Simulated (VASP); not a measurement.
Set up this calculation in VASP 6.6.1, as an ASE script.

* Task: single point
* Functional: PBEsol
* Potentials or basis: VASP PAW PBE potentials, release 64 (Hf_pv, H_s)
* Cutoff: 400 eV
* k mesh: 8 × 8 × 8
* Occupations: tetrahedron
* Spin: spin-orbit coupling, no magnetisation
* Hubbard terms: Hf d U = 4.5 eV
* Further INCAR settings: ALGO = Fast; EDIFF = 1.00e-07

The structure of HfH2 lies in HfH2.xyz:

```xyz
3
Lattice="-1.7390000000 1.7390000000 2.1805000000 1.7390000000 -1.7390000000 2.1805000000 1.7390000000 1.7390000000 -2.1805000000" Properties=species:S:1:pos:R:3 pbc="T T T"
Hf     0.0000000000      0.0000000000      0.0000000000
H      1.7390000000      0.0000000000      1.0902500000
H      0.0000000000      1.7390000000      1.0902500000
```

One way to write it, as run:

run.py

```python
from ase.calculators.vasp import Vasp
from ase.dft.bandgap import bandgap
from ase.io import read

atoms = read('HfH2.xyz')
calc = Vasp(
    directory='calc',
    xc='pbesol',
    pp='PBE',
    setups={'base': 'minimal', 'Hf': '_pv', 'H': '_s'},
    prec='Accurate',
    encut=400,
    ediff=1e-07,
    ismear=-5,
    sigma=0.05,
    lreal=False,
    lasph=True,
    nelm=100,
    algo='Fast',
    isif=2,
    lwave=False,
    lcharg=True,
    lnoncollinear=True,
    lorbit=11,
    lsorbit=True,
    gga_compat=False,
    lmaxmix=4,
    ldautype=2,
    ldauprint=1,
    lvhar=True,
    ldau_luj={'Hf': {'L': 2, 'U': 4.5, 'J': 0}},
    kpts=[8, 8, 8],
    gamma=True,
)
atoms.calc = calc

print('energy (eV):', atoms.get_potential_energy())
print('free energy (eV):', atoms.get_potential_energy(force_consistent=True))
print('forces (eV/A):')
print(atoms.get_forces())
print('stress (eV/A^3, Voigt):', atoms.get_stress())
print('Fermi level (eV):', calc.get_fermi_level())
gap, top, bottom = bandgap(calc)
print('band gap (eV):', gap, 'from (spin, k, band)', top, 'to', bottom)
```

Potentials or basis: VASP PAW PBE potentials, release 64 (Hf_pv, H_s).

Launch:

```console
$ python run.py
```

Results of the run:

```json
{
  "Pressure": "5.7 GPa",
  "Valence electrons inside the program's atomic spheres": "Hf 8.40; H 0.82"
}
```

Caveat: the PAW data sets were made with another functional, which shifts forces and pressure a little; the U is typed as a test and isn't derived for this compound.

It took 3.3 min on 1 thread of Intel(R) Xeon(R) 6975P-C (Granite Rapids), on a shared host, peak memory 0.32 GiB.
